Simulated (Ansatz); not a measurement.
A run of Ansatz 0.2.0 is set up as follows.

File input.yaml:

```yaml
crystal:
  lattice:
    - [0.0, 2.5450727058, 2.5450727058]
    - [2.5450727058, 0.0, 2.5450727058]
    - [2.5450727058, 2.5450727058, 0.0]
  atoms:
    - { symbol: Zr, position: [0.0, 0.0, 0.0] }
    - { symbol: O, position: [0.75, 0.75, 0.75] }
    - { symbol: O, position: [0.25, 0.25, 0.25] }
hamiltonian:
  xc: pbesol
  pseudopotentials: { kind: paw_fr }
magnetization:
  noncollinear: true
  spin_orbit: true
kpoints:
  mp_grid: { grid: [7, 7, 7] }
  band_path:
    path:
      - [[0.0, 0.0, 0.0], [0.5, 0.0, 0.5], [0.5, 0.25, 0.75], [0.375, 0.375, 0.75], [0.0, 0.0, 0.0], [0.5, 0.5, 0.5], [0.625, 0.25, 0.625], [0.5, 0.25, 0.75], [0.5, 0.5, 0.5], [0.375, 0.375, 0.75]]
      - [[0.625, 0.25, 0.625], [0.5, 0.0, 0.5]]
    npoints: 14
scf:
  occupations: { method: fermi_dirac, width: 0.05 }
  n_extra_bands: 7
output:
  forces: true
  stress: true
  eigenvalues: true
  fatbands: true
```

Potentials or basis: Ansatz PAW.

Run with:

```sh
$ ansatz run input.yaml --threads 2 --pin off --max-ram 5632MiB --backend cpu --events-out ev --progress --plain --runs-dir out
```

(1) Estimate the band gap on the k mesh.

(2) Estimate the band gap along the path.

(3) Predict the pressure.

## Answers

(1) 3.38 eV, indirect (least direct gap 3.81 eV).

(2) 3.29 eV, indirect (least direct gap 3.71 eV).

(3) -3.8 GPa.

Caveat: the k mesh misses the band edges, so the gap on the mesh is wider than the one along the path; the pressure holds a Pulay correction of +0.7 GPa for the finite cutoff; the PAW data sets come from PBE, with cores solved anew for the run's functional, which leaves a small shift of forces and pressure.
